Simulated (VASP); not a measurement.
## HgSe under changes of volume

One of the cells (28.628 Å³/atom); the others are scaled copies at fixed shape and fractional positions:

```
CELL_PARAMETERS angstrom
0.00000 3.05913 3.05913
3.05913 0.00000 3.05913
3.05913 3.05913 0.00000
ATOMIC_POSITIONS crystal
Hg 0.00000 0.00000 0.00000
Se 0.75000 0.75000 0.75000
```

```yaml
Program: VASP 6.6.1
Functional: PBEsol
Potentials_or_basis: VASP PAW PBE potentials, release 64 (Hg, Se)
Cutoff: 520 eV
k_mesh: 8 × 8 × 8
Occupations: fermi-dirac, width 0.05 eV
Spin: no spin polarisation
```

```csv
volume (Å³/atom),energy over the lowest point (meV/atom),pressure (GPa)
26.383,46.74,6.2
26.944,?,?
27.505,14.14,3.1
28.628,0.76,0.7
29.189,0.00,-0.3
29.751,2.61,-1.2
```

Question: What does the run at 26.944 Å³/atom give?

Answer: Energy over the lowest point 27.76 meV/atom; pressure 4.6 GPa.

Worked out: A Birch-Murnaghan fit of order 3 (a polynomial in V^(-2/3)) to the other rows has its minimum at 29.03 Å³/atom with B0 = V·E''(V) = 51 GPa and B' = 5.1. It gives 27.75 meV/atom at 26.944 Å³/atom, against the run's 27.76, and -dE/dV = 4.6 GPa, against 4.6.

Energies are extrapolated to zero smearing.

Caveats: the PAW data sets were made with another functional, which shifts forces and pressure a little.
